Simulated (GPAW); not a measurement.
# Be2C (Fm-3m) in GPAW: convergence with plane-wave cutoff (eV)

Aim: find how far plane-wave cutoff (eV) must go before the results for Be2C settle, at PBE. This setting moves, with any that are tied to it; all else stays.

Everything below comes from runs of GPAW 26.7.0. Logs are shortened: lines on timing, memory, paths and dates and some standing lists are left out, and cuts for length are marked. The log counts tension as positive stress, the text compression.

### 1 The structure

It takes space group Fm-3m (No. 225, cubic). Conventional cell: a = 4.330 Å, b = 4.330 Å, c = 4.330 Å, α = 90.00°, β = 90.00°, γ = 90.00°. C (site symmetry m-3m) is surrounded by 8 Be at 1.87 Å. Be (site symmetry -43m) has 4 C at 1.87 Å as nearest neighbours.

### 2 With plane-wave cutoff (eV) 300

run.py reads:

```python
from ase.dft.bandgap import bandgap
from ase.io import read, write
from ase.units import GPa
from gpaw import GPAW, PW

atoms = read('Be2C.xyz')

calc = GPAW(mode=PW(300),
            xc='PBE',
            kpts={'size': (11, 11, 11), 'gamma': True},
            occupations={'name': 'fermi-dirac', 'width': 0.05},
            nbands=12,
            convergence={'density': 1e-05, 'energy': 1e-05},
            maxiter=100,
            txt='gpaw.txt')
atoms.calc = calc
energy = atoms.get_potential_energy()
forces = atoms.get_forces()
stress = atoms.get_stress()
calc.write('gs.gpw')
write('result.traj', atoms)
print(f'Energy: {energy:.6f} eV')
print('Forces (eV/A):')
print(forces.round(4))
print('Stress (GPa):', (stress / GPa).round(3))
print('Fermi level:', round(calc.get_fermi_level(), 4), 'eV')
print(f'Gap: {bandgap(calc)[0]:.4f} eV, direct: {bandgap(calc, direct=True)[0]:.4f} eV')
```

Be2C.xyz reads:

```xyz
3
Lattice="0.0000000000 2.1650000000 2.1650000000 2.1650000000 0.0000000000 2.1650000000 2.1650000000 2.1650000000 0.0000000000" Properties=species:S:1:pos:R:3 pbc="T T T"
C      0.0000000000      0.0000000000      0.0000000000
Be     3.2475000000      3.2475000000      3.2475000000
Be     1.0825000000      1.0825000000      1.0825000000
```

Potentials or basis: GPAW PAW data sets (gpaw-data 1.2.1), pw.

Started as:

```bash
> OMP_NUM_THREADS=1 python run.py
```

Run time: 6.6 s. Hardware: 1 thread of Arm Neoverse V1, shared host; peak memory 0.12 GiB.

What came out:

```yaml
Free_energy: -16.5942 eV
Pressure: -14.6 GPa
Band_gap_on_the_k_mesh: 1.21 eV, indirect (least direct gap 4.09 eV)
```

### 3 With plane-wave cutoff (eV) 350

Edit run.py of step 2 so:

```diff
@@ -7,3 +7,3 @@
 
-calc = GPAW(mode=PW(300),
+calc = GPAW(mode=PW(350),
             xc='PBE',
```

Be2C.xyz is that of step 2.

Potentials or basis: GPAW PAW data sets (gpaw-data 1.2.1), pw.

Started as:

```bash
> OMP_NUM_THREADS=1 python run.py
```

Wall time 6.7 s (1 thread of Arm Neoverse V1, shared host); peak memory 0.12 GiB.

Results:

| Item | Value |
| --- | --- |
| Free energy | -16.9983 eV |
| Pressure | -5.9 GPa |
| Band gap on the k mesh | 1.22 eV, indirect (least direct gap 4.09 eV) |

### 4 With plane-wave cutoff (eV) 400

Edit run.py of step 3 so:

```diff
@@ -7,3 +7,3 @@
 
-calc = GPAW(mode=PW(350),
+calc = GPAW(mode=PW(400),
             xc='PBE',
```

Be2C.xyz is that of step 3.

Started as:

```bash
> OMP_NUM_THREADS=1 python run.py
```

It took 7.4 s on 1 thread of Arm Neoverse V1, shared host; peak memory 0.13 GiB.

Results:

```
Free energy            : -17.1538 eV
Pressure               : -1.3 GPa
Band gap on the k mesh : 1.23 eV, indirect (least direct gap 4.09 eV)
```

### 5 With plane-wave cutoff (eV) 500

Edit run.py of step 4 so:

```diff
@@ -7,3 +7,3 @@
 
-calc = GPAW(mode=PW(400),
+calc = GPAW(mode=PW(500),
             xc='PBE',
```

Be2C.xyz is that of step 4.

Started as:

```bash
> OMP_NUM_THREADS=1 python run.py
```

Wall time 7.8 s (1 thread of Arm Neoverse V1, shared host); peak memory 0.13 GiB.

What came out:

```
Free energy            : -17.2433 eV
Pressure               : 2.2 GPa
Band gap on the k mesh : 1.26 eV, indirect (least direct gap 4.11 eV)
```

### 6 With plane-wave cutoff (eV) 600

Edit run.py of step 5 so:

```diff
@@ -7,3 +7,3 @@
 
-calc = GPAW(mode=PW(500),
+calc = GPAW(mode=PW(600),
             xc='PBE',
```

Be2C.xyz is that of step 5.

Potentials or basis: GPAW PAW data sets (gpaw-data 1.2.1), pw.

Started as:

```bash
> OMP_NUM_THREADS=1 python run.py
```

Run time: 12 s. Hardware: 1 thread of Arm Neoverse V1, shared host; peak memory 0.14 GiB.

Results (log left out):

```
Free energy            : -17.2517 eV
Pressure               : 2.7 GPa
Band gap on the k mesh : 1.26 eV, indirect (least direct gap 4.11 eV)
```

### 7 With plane-wave cutoff (eV) 700

Edit run.py of step 6 so:

```diff
@@ -7,3 +7,3 @@
 
-calc = GPAW(mode=PW(600),
+calc = GPAW(mode=PW(700),
             xc='PBE',
```

Be2C.xyz is that of step 6.

Started as:

```bash
> OMP_NUM_THREADS=1 python run.py
```

It took 11 s on 1 thread of Arm Neoverse V1, shared host; peak memory 0.15 GiB.

Results (log left out):

| Property | Result |
| --- | --- |
| Free energy | -17.2563 eV |
| Pressure | 2.6 GPa |
| Band gap on the k mesh | 1.26 eV, indirect (least direct gap 4.11 eV) |

### 8 With plane-wave cutoff (eV) 800

Edit run.py of step 7 so:

```diff
@@ -7,3 +7,3 @@
 
-calc = GPAW(mode=PW(700),
+calc = GPAW(mode=PW(800),
             xc='PBE',
```

Be2C.xyz is that of step 7.

Started as:

```bash
> OMP_NUM_THREADS=1 python run.py
```

Wall time 12 s (1 thread of Arm Neoverse V1, shared host); peak memory 0.15 GiB.

It converged, with:

* Free energy: -17.2618 eV
* Pressure: 2.5 GPa
* Band gap on the k mesh: 1.26 eV, indirect (least direct gap 4.11 eV)

### 9 With plane-wave cutoff (eV) 1000

Edit run.py of step 8 so:

```diff
@@ -7,3 +7,3 @@
 
-calc = GPAW(mode=PW(800),
+calc = GPAW(mode=PW(1000),
             xc='PBE',
```

Be2C.xyz is that of step 8.

Potentials or basis: GPAW PAW data sets (gpaw-data 1.2.1), pw.

Started as:

```bash
> OMP_NUM_THREADS=1 python run.py
```

Run time: 22 s. Hardware: 1 thread of Arm Neoverse V1, shared host; peak memory 0.17 GiB.

Results (log left out):

* Free energy: -17.2707 eV
* Pressure: 2.6 GPa
* Band gap on the k mesh: 1.26 eV, indirect (least direct gap 4.11 eV)

### 10 With plane-wave cutoff (eV) 1200

Edit run.py of step 9 so:

```diff
@@ -7,3 +7,3 @@
 
-calc = GPAW(mode=PW(1000),
+calc = GPAW(mode=PW(1200),
             xc='PBE',
```

Be2C.xyz is that of step 9.

Potentials or basis: GPAW PAW data sets (gpaw-data 1.2.1), pw.

Started as:

```bash
> OMP_NUM_THREADS=1 python run.py
```

gpaw.txt:

```text
__  _  _
 | _ |_)|_||  |
 |__||  | ||/\| - 26.7.0

Input parameters:
  mode=PW(ecut=1200.0),
  convergence={'density': 1e-05, 'energy': 1e-05},
  kpts=MonkhorstPack(size=(11, 11, 11), gamma=True),
  maxiter=100,
  nbands=12,
  occupations=Occupations(name='fermi-dirac', width=0.05),
  xc=XC(name='PBE')

Diagonalizing LCAO Hamiltonian
Converting LCAO to pw mode

                 Be

          Be

       C

Atoms  # Å, Bohr magnetons
|   | symbol |        x |        y |        z |    initial magnetic moments |
|---|--------|----------|----------|----------|-----------------------------|
| 0 |      C | 0.000000 | 0.000000 | 0.000000 | ( 0.0000,  0.0000,  0.0000) |
| 1 |     Be | 3.247500 | 3.247500 | 3.247500 | ( 0.0000,  0.0000,  0.0000) |
| 2 |     Be | 1.082500 | 1.082500 | 1.082500 | ( 0.0000,  0.0000,  0.0000) |

Unit cell  # Å
| periodic |        x |        y |        z |  lengths |    angles |
|----------|----------|----------|----------|----------|-----------|
|      yes | 0.000000 | 2.165000 | 2.165000 | 3.061772 | 60.000000 |
|      yes | 2.165000 | 0.000000 | 2.165000 | 3.061772 | 60.000000 |
|      yes | 2.165000 | 2.165000 | 0.000000 | 3.061772 | 60.000000 |

Number of symmetries: 48
Symmetry operations  # r_c * U_cc + t_c -> r_c
|    | kind |            matrix            |
|----|------|------------------------------|
|  0 |  σ   |  1, 0, 0,  1, 0,-1,  1,-1, 0 |
|  1 |  C2  |  1, 0, 0,  1,-1, 0,  1, 0,-1 |
|  2 |  E   |  1, 0, 0,  0, 1, 0,  0, 0, 1 |
|  3 |  σ   |  1, 0, 0,  0, 0, 1,  0, 1, 0 |
|  4 |  C4  |  1, 0,-1,  1, 0, 0,  1,-1, 0 |
|  5 |  S6  |  1, 0,-1,  1,-1, 0,  1, 0, 0 |
|  6 |  σ   |  1, 0,-1,  0, 1,-1,  0, 0,-1 |
|  7 |  C3  |  1, 0,-1,  0, 0,-1,  0, 1,-1 |
|  8 |  S6  |  1,-1, 0,  1, 0, 0,  1, 0,-1 |
|  9 |  C4  |  1,-1, 0,  1, 0,-1,  1, 0, 0 |
| 10 |  C3  |  1,-1, 0,  0,-1, 1,  0,-1, 0 |
| 11 |  σ   |  1,-1, 0,  0,-1, 0,  0,-1, 1 |
| 12 |  σ   |  0, 1, 0,  1, 0, 0,  0, 0, 1 |
| 13 |  C4  |  0, 1, 0,  0, 1,-1, -1, 1, 0 |
| 14 |  C3  |  0, 1, 0,  0, 0, 1,  1, 0, 0 |
| 15 |  S6  |  0, 1, 0, -1, 1, 0,  0, 1,-1 |
| 16 |  C2  |  0, 1,-1,  1, 0,-1,  0, 0,-1 |
[... 149 lines left out ...]
  ecut: 9600.0  # eV

xc functional:
  name: PBE with 2 nearest neighbor stencil

convergence criteria:
- Maximum integral of absolute [dens]ity change: 1e-05 electrons / valence electron
- Maximum [total energy] change in last 3 cyles: 1e-05 eV / valence electron
- Maximum integral of absolute [eigenst]ate change: 4e-08 eV^2 / valence electron
maximum number of iterations: 100

SCF iterations
|iter     | |      energy | eigst |  dens |
|---------|-|-------------|-------|-------|
|iter:   1| |  -18.144549 | +0.17 |       |
|iter:   2| |  -17.942897 | -2.41 | -0.70 |
|iter:   3| |  -17.266572 | -1.24 | -0.74 |
|iter:   4| |  -17.271153 | -3.14 | -1.39 |
|iter:   5| |  -17.273674 | -3.53 | -1.76 |
|iter:   6| |  -17.273698 | -5.78 | -2.99 |
|iter:   7| |  -17.273701c| -6.91 | -3.45 |
|iter:   8| |  -17.273701c| -8.09c| -4.89 |
|iter:   9| |  -17.273701c| -8.71c| -5.35c|

Converged in 9 steps
Energy contributions relative to reference atoms: (reference = -1823.998063)

Energy contributions:
  Kinetic:          15.805067
  Coulomb:         -11.404268
  Zero:             -0.106774
  External:          0.000000
  Xc:              -21.567726
  Entropy:          -0.000000
  Spinorbit:         0.000000
  ----------------------------
  Free energy:     -17.273701
  Extrapolated:    -17.273701

dipole moment: (-8.566184, -8.566184, -8.566184)  # |e|*Ang

Fermi level: 9.374
Eigenvalues  # (at kpt = [0.000, 0.000, 0.000])
| band index |      eig [eV] | occ [0-2] |
|------------|---------------|-----------|
|          0 |        -6.305 |     2.000 |
|          1 |         8.761 |     2.000 |
|          2 |         8.761 |     2.000 |
|          3 |         8.761 |     2.000 |
|          4 |        12.869 |     0.000 |
|          5 |        12.869 |     0.000 |
|          6 |        12.869 |     0.000 |
|          7 |        15.472 |     0.000 |
|          8 |        21.950 |     0.000 |
|          9 |        21.950 |     0.000 |
|         10 |        21.950 |     0.000 |
|         11 |        28.125 |     0.000 |

Gap: 1.257 eV
Transition (v -> c):
  (s=0, k=0, n=3, [0.00, 0.00, 0.00]) -> (s=0, k=50, n=4, [0.45, 0.45, 0.00])
Direct/indirect transitions are different
Direct gap: 4.108 eV
Transition at: (s=0, k=0, n=3, [0.00, 0.00, 0.00])

Forces  # eV/Ang
|       x |        y |        z |
|---------|----------|----------|
| 0.00000 | -0.00000 | -0.00000 |  # C    0
| 0.00000 |  0.00000 |  0.00000 |  # Be   1
| 0.00000 |  0.00000 |  0.00000 |  # Be   2

Stress tensor  # eV/Ang^3
|         x |         y |         z |
|-----------|-----------|-----------|
| -0.016739 | -0.000000 | -0.000000 |
| -0.000000 | -0.016739 |  0.000000 |
| -0.000000 |  0.000000 | -0.016739 |

# Writing to gs.gpw (mode='')
```

Run time: 22 s. Hardware: 1 thread of Arm Neoverse V1, shared host; peak memory 0.18 GiB.

What came out:

```
Free energy            : -17.2737 eV
Pressure               : 2.7 GPa
Band gap on the k mesh : 1.26 eV, indirect (least direct gap 4.11 eV)
```

### 11 Summary

| plane-wave cutoff (eV) | energy less the tightest run, at zero smearing (meV/atom) | pressure (GPa) | gap on the mesh (eV) | SCF cycles | CPU time (s) | peak memory (GiB) |
| --- | --- | --- | --- | --- | --- | --- |
| 300 | 226.49 | -14.60 | 1.207 | 9 | 6.6 | 0.12 |
| 350 | 91.79 | -5.90 | 1.224 | 9 | 6.7 | 0.12 |
| 400 | 39.98 | -1.34 | 1.231 | 9 | 7.4 | 0.13 |
| 500 | 10.12 | 2.25 | 1.257 | 9 | 7.8 | 0.13 |
| 600 | 7.32 | 2.69 | 1.257 | 9 | 12 | 0.14 |
| 700 | 5.80 | 2.56 | 1.257 | 9 | 11 | 0.15 |
| 800 | 3.97 | 2.50 | 1.256 | 9 | 12 | 0.15 |
| 1000 | 1.01 | 2.59 | 1.257 | 9 | 22 | 0.17 |
| 1200 | 0.00 | 2.68 | 1.257 | 9 | 22 | 0.18 |

Against the tightest run, the pressure stays within 0.1 GPa from 1000 on; the gap on the mesh stays within 0.01 eV from 500 on. Not settled before the last step: the energy (to 1 meV/atom). The tightest run that finished is the yardstick and may itself not be fully converged.

Caveats: an odd mesh through Γ misses points on the zone boundary, where band edges often lie.
